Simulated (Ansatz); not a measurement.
Crystal: Ti.

```
Ti
1.0
    -1.64100    1.64100    1.64100
     1.64100   -1.64100    1.64100
     1.64100    1.64100   -1.64100
Ti
1
Cartesian
  0.0000 0.0000 0.0000
```

This isn't the form of Ti at room conditions, which is hcp.

| Item | Value |
| --- | --- |
| Program | Ansatz 0.2.0 |
| Task | relaxation of cell and atoms |
| Functional | PBEsol0 |
| Potentials or basis | Ansatz PAW |
| Cutoff | 420 eV (not typed: the program's choice for these potentials) |
| k mesh | 6 × 6 × 6 |
| Occupations | fermi-dirac, width 0.05 eV |
| Spin | no spin polarisation |

At the start: volume 17.68 Å³/atom.

Problem. Where does the relaxation end?

Solution. It ends after 4 steps and the volume is 16.87 Å³/atom (-4.5 %); space group Im-3m (No. 229, to 0.05 Å).

Step by step:
```csv
step,energy change (eV),largest force (eV/Å),volume (Å³)
1,0.0000,0.0000,17.68
2,-0.0146,0.0000,16.94
3,-0.0147,0.0000,16.87
4,-0.0145,0.0000,16.87
```

Final structure:
```
Ti
1.0
    -1.61575    1.61575    1.61575
     1.61575   -1.61575    1.61575
     1.61575    1.61575   -1.61575
Ti
1
Direct
  0.00000 0.00000 0.00000
```

Caveat: the k mesh is coarse (spacing up to 0.45 Å⁻¹), so the values aren't converged, least of all with exact exchange; the plane-wave basis is chosen anew once the cell has moved, so the energies of steps on either side of that aren't comparable; the PAW data sets come from PBE, with cores solved anew for the run's functional, which leaves a small shift of forces and pressure.
